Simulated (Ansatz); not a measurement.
# SnTe: which structure wins at one pressure

Which of rocksalt, CsCl, zincblende, wurtzite, NiAs has the lowest enthalpy for SnTe at one common pressure? The runs shown use LAPW. Companion runs by PAW are cited.

Computed with Ansatz 0.2.0 (DFT, PBE, all-electron LAPW, scalar-relativistic, unless a step's input says otherwise).

**1. Starting point**

The structure is cubic, space group Fm-3m (No. 225). Conventional cell: a = 6.095 Å, b = 6.095 Å, c = 6.095 Å, α = 90.00°, β = 90.00°, γ = 90.00°. Sn (site symmetry m-3m) is surrounded by 6 Te at 3.05 Å. Te (site symmetry m-3m) is surrounded by 6 Sn at 3.05 Å.

As a file:

```cif
data_structure
_symmetry_space_group_name_H-M 'Fm-3m'
_symmetry_Int_Tables_number 225
_cell_length_a 6.0947
_cell_length_b 6.0947
_cell_length_c 6.0947
_cell_angle_alpha 90.000
_cell_angle_beta 90.000
_cell_angle_gamma 90.000
_cell_volume 226.40
loop_
_atom_site_label
_atom_site_type_symbol
_atom_site_symmetry_multiplicity
_atom_site_Wyckoff_symbol
_atom_site_fract_x
_atom_site_fract_y
_atom_site_fract_z
_atom_site_occupancy
Sn1 Sn 4 a 0.00000 0.00000 0.00000 1
Te1 Te 4 b 0.50000 0.00000 0.00000 1
```

The file gives the conventional cell by its symmetry; the runs use the cell typed in the input.

Atoms are numbered in the order of the input: Sn1, Te2.

**2. Rocksalt relaxed under pressure, LAPW**

File input.yaml:

```yaml
crystal:
  lattice:
    - [0.0, 3.0473741797, 3.0473741797]
    - [3.0473741797, 0.0, 3.0473741797]
    - [3.0473741797, 3.0473741797, 0.0]
  atoms:
    - { symbol: Sn, position: [0.0, 0.0, 0.0] }
    - { symbol: Te, position: [0.5, 0.5, 0.5] }
kpoints:
  mp_grid: { grid: [12, 12, 12] }
scf:
  occupations: { method: fermi_dirac, width: 0.1 }
hamiltonian:
  xc: pbe
  pseudopotentials: { kind: all_electron, lapw: { basis_error: 0.0005 } }
output:
  forces: true
  stress: true
  eigenvalues: true
relax:
  f_tol: 0.005
  max_steps: 12
  cell: { p_target: 8.5, stress_tol: 0.03 }
```

Launch:

```sh
ansatz run input.yaml --threads 1 --pin off --max-ram 3584MiB --backend cpu --events-out ev --progress --plain --runs-dir out
```

Standard output, cut to the lines that bear on the results:

```text
[...]
LAPW: plane waves up to 7.898 Å⁻¹, error target 5.0e-4 eV per atom; small_component_spin mean_spin; Sn in spheres of 1.488 Å, 22 of its electrons in bands, Dirac shells []; Te in spheres of 1.467 Å, 24 of its electrons in bands, Dirac shells []
[...]
Pseudopotentials: kind: all_electron
Pseudopotential: Sn, LAPW, valence charge 22, Koelling and Harmon's equation, gaussian nucleus
Pseudopotential: Te, LAPW, valence charge 24, Koelling and Harmon's equation, gaussian nucleus
Functional definition: PBE
[...]
Crystal: 2 atoms, lattice volume = 56.599 Å³
Basis set: ecut = 237.68183817733117 eV, 459 PW (Γ), exchange–correlation at level 2
Bands: 28, of which v1, the nominal top of the filled ones, is band 23 counted from 1 (22 counted from 0)
Symmetry: 48 space group operations
Space group: Fm-3m (ITA 225), of the structure as read, at distance tolerance 3.8e-5 Å
k-points: 72 of 1728
[...]
SCF iter   1: F=—  HF=-352974.189960 eV  |F-HF|=—  |Δ(HF+E_count)|=         —  Δρ=1.22e-2  dr2=1.46e-1  ethr=3.17e-4  ⟨swp⟩=2.9  Hψ=13032  notcnv=0
[...]
relax step   1: F+E_penalty+E_count = -352974.16604824 eV  Δ(F+E_penalty+E_count) = +0.000e0 eV  max|allowed force component| = 5.834e-31 eV/Å  Δτ_max = 0.0000 Å  P = +8.502 GPa  Ω = 56.599 Å³  (6 SCF iters, accepted)
[...]
relax step   2: F+E_penalty+E_count = -352974.16604827 eV  Δ(F+E_penalty+E_count) = -2.375e-8 eV  max|allowed force component| = 4.766e-31 eV/Å  Δτ_max = 0.0000 Å  P = +8.502 GPa  Ω = 56.599 Å³  stress off target by 2.14e-3 GPa  SCF on the basis re-selected at this cell (its energy is not [...]
SCF converged after 2 iterations
Free energy (F): -352974.166048 eV
[...]
E sigma→0 (E₀):  -352974.162305 eV
Entropy (-TS):   -0.007486 eV (-3.743 meV/atom)
Fermi energy:    13.915259 eV
[...]
--- Forces (eV/Å), atoms counted from 1 ---
  atom   1  Sn     0.00000000     0.00000000    -0.00000000
  atom   2  Te     0.00000000     0.00000000    -0.00000000
[...]
--- Stress (GPa, compression-positive) ---
        8.502138       0.000000       0.000000
        0.000000       8.502138      -0.000000
        0.000000      -0.000000       8.502138
  P = ⅓ Tr σ = 8.5021 GPa (85.021 kbar)
--- Band table (eV; the first three rows and the last of 72) ---
[...]
--- Relaxed structure (1 steps of the walk, 1 accepted, 1 SCFs on fresh bases) ---
  F+E_penalty+E_count = -352974.16604827 eV   max|allowed force component| = 4.766e-31 eV/Å   (the final SCF, on the basis selected at the relaxed cell)
  cell:  # Å, volume = 56.5988 Å³
    - [0.0, 3.0473741797, 3.0473741797]
    - [3.0473741797, 0.0, 3.0473741797]
    - [3.0473741797, 3.0473741797, 0.0]
  atoms:
    - { symbol: Sn, position: [0.0, 0.0, 0.0] }
    - { symbol: Te, position: [0.5, 0.5, 0.5] }
```

Run time: 28 s. Hardware: 1 thread of Arm Neoverse V2, shared host; peak memory 0.47 GiB.

Step by step:

```tsv
step	energy from step 1 (eV/cell)	largest force component (eV/Å)	pressure (GPa)	volume (Å³)
1	0.0000	0.0000	8.50	56.60
2	0.0000	0.0000	8.50	56.60
```

Step 1 is the start. Step 2 repeats the geometry before on a plane-wave basis chosen anew for that cell, so the energy can jump there without any move; the table keeps such jumps.

| input's cell | before | after | change |
| --- | --- | --- | --- |
| a (Å) | 4.310 | 4.310 | +0.0 % |
| b (Å) | 4.310 | 4.310 | +0.0 % |
| c (Å) | 4.310 | 4.310 | +0.0 % |
| volume (Å³/atom) | 28.30 | 28.30 | +0.0 % |

**3. CsCl relaxed under pressure, LAPW**

input.yaml, as its differences from that of step 2:

```diff
@@ -2,5 +2,5 @@
   lattice:
-    - [0.0, 3.0473741797, 3.0473741797]
-    - [3.0473741797, 0.0, 3.0473741797]
-    - [3.0473741797, 3.0473741797, 0.0]
+    - [3.7034227674, 0.0, 0.0]
+    - [0.0, 3.7034227674, 0.0]
+    - [0.0, 0.0, 3.7034227674]
   atoms:
```

Launch:

```sh
ansatz run input.yaml --threads 1 --pin off --max-ram 3584MiB --backend cpu --events-out ev --progress --plain --runs-dir out
```

Standard output, cut to the lines that bear on the results:

```text
[...]
LAPW: plane waves up to 7.387 Å⁻¹, error target 5.0e-4 eV per atom; small_component_spin mean_spin; Sn in spheres of 1.570 Å, 22 of its electrons in bands, Dirac shells []; Te in spheres of 1.541 Å, 24 of its electrons in bands, Dirac shells []
[...]
[... 4 set-up lines as earlier in the session ...]
[...]
Crystal: 2 atoms, lattice volume = 50.794 Å³
Basis set: ecut = 207.88168199235426 eV, 341 PW (Γ), exchange–correlation at level 2
Bands: 28, of which v1, the nominal top of the filled ones, is band 23 counted from 1 (22 counted from 0)
[... 1 set-up line as earlier in the session ...]
Space group: Pm-3m (ITA 221), of the structure as read, at distance tolerance 3.7e-5 Å
k-points: 84 of 1728
[...]
Entropy (-TS):   -0.043717 eV (-21.859 meV/atom)
Fermi energy:    15.415906 eV
[...]
--- Forces (eV/Å), atoms counted from 1 ---
  atom   1  Sn    -0.00000000    -0.00000000     0.00000000
  atom   2  Te    -0.00000000    -0.00000000     0.00000000
[...]
--- Stress (GPa, compression-positive) ---
        8.496006      -0.000000       0.000000
       -0.000000       8.496006      -0.000000
        0.000000      -0.000000       8.496006
  P = ⅓ Tr σ = 8.4960 GPa (84.960 kbar)
--- Band table (eV; the first three rows and the last of 84) ---
[...]
--- Relaxed structure (1 steps of the walk, 1 accepted, 1 SCFs on fresh bases) ---
  F+E_penalty+E_count = -352973.72612065 eV   max|allowed force component| = 2.958e-30 eV/Å   (the final SCF, on the basis selected at the relaxed cell)
  cell:  # Å, volume = 50.7937 Å³
    - [3.7034227674, 0.0, 0.0]
    - [0.0, 3.7034227674, 0.0]
    - [0.0, 0.0, 3.7034227674]
  atoms:
    - { symbol: Sn, position: [0.0, 0.0, 0.0] }
    - { symbol: Te, position: [0.49999999999999994, 0.49999999999999994, 0.49999999999999994] }
```

Run time: 33 s. Hardware: 1 thread of Arm Neoverse V2, shared host; peak memory 0.47 GiB.

Step by step:

```tsv
step	energy from step 1 (eV/cell)	largest force component (eV/Å)	pressure (GPa)	volume (Å³)
1	0.0000	0.0000	8.50	50.79
2	0.0000	0.0000	8.50	50.79
```

Step 1 is the start. Step 2 repeats the geometry before on a plane-wave basis chosen anew for that cell, so the energy can jump there without any move; the table keeps such jumps.

| input's cell | before | after | change |
| --- | --- | --- | --- |
| a (Å) | 3.703 | 3.703 | -0.0 % |
| b (Å) | 3.703 | 3.703 | -0.0 % |
| c (Å) | 3.703 | 3.703 | -0.0 % |
| volume (Å³/atom) | 25.40 | 25.40 | -0.0 % |

In short: pressure 8.50 GPa; no gap.

**4. Zincblende relaxed under pressure, LAPW**

File input.yaml:

```yaml
crystal:
  lattice:
    - [0.0, 3.3359189793, 3.3359189793]
    - [3.3359189793, 0.0, 3.3359189793]
    - [3.3359189793, 3.3359189793, 0.0]
  atoms:
    - { symbol: Sn, position: [0.0, 0.0, 0.0] }
    - { symbol: Te, position: [0.25, 0.25, 0.25] }
kpoints:
  mp_grid: { grid: [11, 11, 11] }
scf:
  occupations: { method: fermi_dirac, width: 0.1 }
hamiltonian:
  xc: pbe
  pseudopotentials: { kind: all_electron, lapw: { basis_error: 0.0005 } }
output:
  forces: true
  stress: true
  eigenvalues: true
relax:
  f_tol: 0.005
  max_steps: 12
  cell: { p_target: 8.5, stress_tol: 0.03 }
```

Launch:

```sh
ansatz run input.yaml --threads 1 --pin off --max-ram 3584MiB --backend cpu --events-out ev --progress --plain --runs-dir out
```

Standard output, cut to the lines that bear on the results:

```text
[...]
LAPW: plane waves up to 8.455 Å⁻¹, error target 5.0e-4 eV per atom; small_component_spin mean_spin; Sn in spheres of 1.409 Å, 22 of its electrons in bands, Dirac shells []; Te in spheres of 1.394 Å, 24 of its electrons in bands, Dirac shells []
[...]
[... 4 set-up lines as earlier in the session ...]
[...]
Crystal: 2 atoms, lattice volume = 74.247 Å³
Basis set: ecut = 272.34836207927776 eV, 749 PW (Γ), exchange–correlation at level 2
Bands: 28, of which v1, the nominal top of the filled ones, is band 23 counted from 1 (22 counted from 0)
Symmetry: 24 space group operations
Space group: F-43m (ITA 216), of the structure as read, at distance tolerance 4.2e-5 Å
[...]
E sigma→0 (E₀):  -352973.434056 eV
Entropy (-TS):   -0.027830 eV (-13.915 meV/atom)
Fermi energy:    9.730389 eV
[...]
--- Forces (eV/Å), atoms counted from 1 ---
  atom   1  Sn     0.00000000    -0.00000000    -0.00000000
  atom   2  Te    -0.00000000     0.00000000     0.00000000
[...]
--- Stress (GPa, compression-positive) ---
        8.487620       0.000000      -0.000000
        0.000000       8.487620       0.000000
       -0.000000       0.000000       8.487620
  P = ⅓ Tr σ = 8.4876 GPa (84.876 kbar)
--- Band table (eV; the first three rows and the last of 56) ---
[...]
--- Relaxed structure (1 steps of the walk, 1 accepted, 1 SCFs on fresh bases) ---
  F+E_penalty+E_count = -352973.44797092 eV   max|allowed force component| = 1.087e-16 eV/Å   (the final SCF, on the basis selected at the relaxed cell)
  cell:  # Å, volume = 74.2466 Å³
    - [0.0, 3.3359189793, 3.3359189793]
    - [3.3359189793, 0.0, 3.3359189793]
    - [3.3359189793, 3.3359189793, 0.0]
  atoms:
    - { symbol: Sn, position: [0.0, 0.0, 0.0] }
    - { symbol: Te, position: [0.25, 0.25, 0.25] }
```

Run time: 62 s. Hardware: 1 thread of Arm Neoverse V2, shared host; peak memory 0.44 GiB.

Relaxation path:

```tsv
step	energy from step 1 (eV/cell)	largest force component (eV/Å)	pressure (GPa)	volume (Å³)
1	0.0000	0.0000	8.49	74.25
2	0.0000	0.0000	8.49	74.25
```

Step 1 is the start. Step 2 repeats the geometry before on a plane-wave basis chosen anew for that cell, so the energy can jump there without any move; the table keeps such jumps.

| input's cell | before | after | change |
| --- | --- | --- | --- |
| a (Å) | 4.718 | 4.718 | +0.0 % |
| b (Å) | 4.718 | 4.718 | +0.0 % |
| c (Å) | 4.718 | 4.718 | +0.0 % |
| volume (Å³/atom) | 37.12 | 37.12 | +0.0 % |

This run gives: pressure 8.49 GPa; no gap.

**5. Wurtzite at the cell that PAW relaxed, LAPW**

File input.yaml:

```yaml
crystal:
  lattice:
    - [5.0878992985, 0.0, 0.0]
    - [-2.5439496492, 4.4062500444, 0.0]
    - [0.0, 0.0, 6.0895150106]
  atoms:
    - { symbol: Sn, position: [0.3333333333, 0.6666666667, -0.0619995502] }
    - { symbol: Sn, position: [0.6666666667, 0.3333333333, 0.4380004498] }
    - { symbol: Te, position: [0.3333333333, 0.6666666667, 0.4379995502] }
    - { symbol: Te, position: [0.6666666667, 0.3333333333, 0.9379995502] }
kpoints:
  mp_grid: { grid: [9, 9, 5] }
scf:
  occupations: { method: fermi_dirac, width: 0.1 }
hamiltonian:
  xc: pbe
  pseudopotentials: { kind: all_electron, lapw: { basis_error: 0.0005 } }
output:
  forces: true
  stress: true
  eigenvalues: true
  populations: true
```

Launch:

```sh
ansatz run input.yaml --threads 1 --pin off --max-ram 3584MiB --backend cpu --events-out ev --progress --plain --runs-dir out
```

Standard output, cut to the lines that bear on the results:

```text
Warning: the atoms were moved onto the symmetric positions of the space group found under crystal.symmetry.tolerance 1.0e-5 (fractional; no operation is sought that the atoms, as they stand in a round, miss by more than twice it, and no atom is moved by as much as it), and the run uses [...]
Sn: projections on atomic orbitals take those of the free atom 1s2 2s2 2p6 3s2 3p6 3d10 4s2 4p6 4d10 5s2 5p2, of charge +0.00 (hamiltonian.pseudopotentials.projection_atoms)
Te: projections on atomic orbitals take those of the free atom 1s2 2s2 2p6 3s2 3p6 3d10 4s2 4p6 4d10 5s2 5p4, of charge +0.00 (hamiltonian.pseudopotentials.projection_atoms)
LAPW: plane waves up to 7.962 Å⁻¹, error target 5.0e-4 eV per atom; small_component_spin mean_spin; Sn in spheres of 1.479 Å, 22 of its electrons in bands, Dirac shells []; Te in spheres of 1.459 Å, 24 of its electrons in bands, Dirac shells []
[...]
[... 2 set-up lines as earlier in the session ...]
[...]
SCF iter   8: F=-705947.628001 eV  HF=-705947.628001 eV  |F-HF|=3.36e-7  |Δ(HF+E_count)|=   1.20e-6  Δρ=5.58e-6  dr2=5.29e-8  ethr=7.38e-10  ⟨swp⟩=3.4  Hψ=6201  notcnv=0
[...]
SCF converged after 8 iterations
Free energy (F): -705947.628001 eV
[...]
E sigma→0 (E₀):  -705947.612112 eV
Entropy (-TS):   -0.031779 eV (-7.945 meV/atom)
Fermi energy:    10.977013 eV
[...]
--- Forces (eV/Å), atoms counted from 1 ---
  atom   1  Sn     0.00000000    -0.00000000     0.00000000
  atom   2  Sn    -0.00000000     0.00000000     0.00000000
  atom   3  Te    -0.00000000    -0.00000000     0.00000000
  atom   4  Te     0.00000000     0.00000000     0.00000000
[...]
--- Stress (GPa, compression-positive) ---
        8.511252       0.000000       0.000000
        0.000000       8.511252       0.000000
        0.000000       0.000000       8.500158
  P = ⅓ Tr σ = 8.5076 GPa (85.076 kbar)
--- Band table (eV; the first three rows and the last of 36) ---
[...]
--- Löwdin populations: 4 sites ---
  site symbol       q [e]
     0     Sn     49.9326
     1     Sn     49.9326
     2     Te     51.9874
     3     Te     51.9874
  spilling = 0.000784 (of n_electrons = 204.000000)
```

Wall time 59 s (1 thread of Arm Neoverse V2, shared host); peak memory 0.64 GiB.

This run gives: pressure 8.51 GPa.

**6. NiAs at the cell that PAW relaxed, LAPW**

File input.yaml:

```yaml
crystal:
  lattice:
    - [4.0223372695, 0.0, 0.0]
    - [-2.0111686347, 3.483446258, 0.0]
    - [0.0, 0.0, 7.9751091959]
  atoms:
    - { symbol: Sn, position: [0.0, 0.0, 0.0] }
    - { symbol: Sn, position: [0.0, 0.0, 0.5] }
    - { symbol: Te, position: [0.3333333333, 0.6666666667, 0.25] }
    - { symbol: Te, position: [0.6666666667, 0.3333333333, 0.75] }
kpoints:
  mp_grid: { grid: [9, 9, 5] }
scf:
  occupations: { method: fermi_dirac, width: 0.1 }
hamiltonian:
  xc: pbe
  pseudopotentials: { kind: all_electron, lapw: { basis_error: 0.0005 } }
output:
  forces: true
  stress: true
  eigenvalues: true
  populations: true
```

Launch:

```sh
ansatz run input.yaml --threads 1 --pin off --max-ram 3584MiB --backend cpu --events-out ev --progress --plain --runs-dir out
```

Standard output, cut to the lines that bear on the results:

```text
Sn: projections on atomic orbitals take those of the free atom 1s2 2s2 2p6 3s2 3p6 3d10 4s2 4p6 4d10 5s2 5p2, of charge +0.00 (hamiltonian.pseudopotentials.projection_atoms)
Te: projections on atomic orbitals take those of the free atom 1s2 2s2 2p6 3s2 3p6 3d10 4s2 4p6 4d10 5s2 5p4, of charge +0.00 (hamiltonian.pseudopotentials.projection_atoms)
LAPW: plane waves up to 7.548 Å⁻¹, error target 5.0e-4 eV per atom; small_component_spin mean_spin; Sn in spheres of 1.543 Å, 22 of its electrons in bands, Dirac shells []; Te in spheres of 1.518 Å, 24 of its electrons in bands, Dirac shells []
[...]
[... 4 set-up lines as earlier in the session ...]
[...]
SCF converged after 10 iterations
Free energy (F): -705948.046877 eV
[...]
E sigma→0 (E₀):  -705948.033475 eV
Entropy (-TS):   -0.026804 eV (-6.701 meV/atom)
Fermi energy:    14.049560 eV
[...]
--- Forces (eV/Å), atoms counted from 1 ---
  atom   1  Sn     0.00000000     0.00000000     0.00000000
  atom   2  Sn     0.00000000     0.00000000     0.00000000
  atom   3  Te    -0.00000000     0.00000000     0.00000000
  atom   4  Te     0.00000000     0.00000000     0.00000000
[...]
--- Stress (GPa, compression-positive) ---
        8.503218      -0.000000       0.000000
       -0.000000       8.503218       0.000000
        0.000000       0.000000       8.508058
  P = ⅓ Tr σ = 8.5048 GPa (85.048 kbar)
--- Band table (eV; the first three rows and the last of 36) ---
[...]
--- Löwdin populations: 4 sites ---
  site symbol       q [e]
     0     Sn     49.9530
     1     Sn     49.9530
     2     Te     51.9659
     3     Te     51.9659
  spilling = 0.000795 (of n_electrons = 204.000000)
```

It took 51 s on 1 thread of Arm Neoverse V2, shared host; peak memory 0.57 GiB.

Result: pressure 8.50 GPa; no gap.

**7. The series in one table**

The PAW rows are taken from companion runs at the same settings.

Enthalpy per atom, H = F + pV at p = 8.5 GPa, from each method's lowest phase:

| method | start | space group, start → end | volume (Å³/atom) | pressure (GPa) | enthalpy (meV/atom) |
| --- | --- | --- | --- | --- | --- |
| LAPW | rocksalt | Fm-3m → Fm-3m | 28.299 | 8.5 | 0.0 |
| LAPW | CsCl | Pm-3m → Pm-3m | 25.397 | 8.5 | 66.0 |
| LAPW | zincblende | F-43m → F-43m | 37.123 | 8.5 | 827.2 |
| LAPW, at PAW's cell | wurtzite | P6_3/mmc | 34.130 | 8.5 | 485.3 |
| LAPW, at PAW's cell | NiAs | P6_3/mmc | 27.936 | 8.5 | 52.0 |
| PAW | rocksalt | Fm-3m → Fm-3m | 28.299 | 8.5 | 0.0 |
| PAW | CsCl | Pm-3m → Pm-3m | 25.397 | 8.5 | 66.1 |
| PAW | zincblende | F-43m → F-43m | 37.123 | 8.5 | 827.1 |
| PAW | wurtzite | P6_3mc → P6_3/mmc | 34.130 | 8.5 | 485.3 |
| PAW | NiAs | P6_3/mmc → P6_3/mmc | 27.936 | 8.5 | 52.1 |

**8. Outcome**

| quantity | value |
| --- | --- |
| pressure | 8.5 GPa |
| lowest (LAPW) | rocksalt, 52.0 meV/atom under NiAs |
| lowest (PAW) | rocksalt, 52.1 meV/atom under NiAs |

**Reading.** By LAPW the order is rocksalt < NiAs < CsCl < wurtzite < zincblende. By PAW the order is rocksalt < NiAs < CsCl < wurtzite < zincblende. Some starts changed symmetry on relaxing: wurtzite ended as P6_3/mmc. The methods agree on the lowest phase. Only these structures were tried, with electrons smeared by 0.1 eV and without vibrations, so the true ground state may be another. The k meshes differ between phases and weren't tested, which can move differences by some meV. Spin-orbit coupling is left out, though the cell holds Te; in elements this heavy it can shift bands and gaps by tenths of an eV.
